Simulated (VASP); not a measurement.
Al2Cu (Khatyrkite):

```xyz
6
Lattice="-3.0335 3.0335 2.4385 3.0335 -3.0335 2.4385 3.0335 3.0335 -2.4385" Properties=species:S:1:pos:R:3 pbc="T T T"
Cu    0.0000    0.0000    1.2192
Cu    0.0000    0.0000    3.6578
Al    0.9592    2.0743    0.0000
Al   -0.9592    2.0743    2.4385
Al    2.0743    0.9592    2.4385
Al    3.9927    0.9592    0.0000
```

- Program: VASP 6.6.1
- Task: single point
- Functional: PBEsol
- Potentials or basis: VASP PAW PBE potentials, release 64 (Cu, Al)
- Cutoff: 520 eV
- k mesh: 7 × 7 × 7
- Occupations: fermi-dirac, width 0.05 eV
- Spin: no spin polarisation

On this cell: pressure -3.2 GPa; largest force 0.066 eV/Å; band gap on the k mesh none (metal or under the smearing width).

The same run follows on a disturbed copy (atoms moved at random, drawn with an rms of 0.05 Å):

```xyz
6
Lattice="-3.0335 3.0335 2.4385 3.0335 -3.0335 2.4385 3.0335 3.0335 -2.4385" Properties=species:S:1:pos:R:3 pbc="T T T"
Cu   -0.0165    0.0072    1.2431
Cu   -0.0383   -0.0097    3.6074
Al    0.9340    2.0457    0.0486
Al   -0.9042    2.1379    2.4221
Al    2.0531    0.9598    2.3966
Al    4.0425    0.9719    0.0008
```

**Question.** What changes?

**Answer.** The energy (extrapolated to zero smearing) moves by +9.6 meV/atom; pressure -2.9 GPa; largest force 0.636 eV/Å; band gap on the k mesh none (metal or under the smearing width).

Forces on the atoms (eV/Å):
```
Cu   0.025 -0.180 -0.512
Cu   0.228  0.039  0.592
Al   0.034  0.066 -0.337
Al  -0.343 -0.167  0.050
Al   0.100  0.062  0.248
Al  -0.045  0.180 -0.042
```

Stress tensor (GPa, compression positive):
```
-2.94  0.37  0.34
 0.37 -3.15 -0.27
 0.34 -0.27 -2.68
```

Caveats: the PAW data sets were made with another functional, which shifts forces and pressure a little.
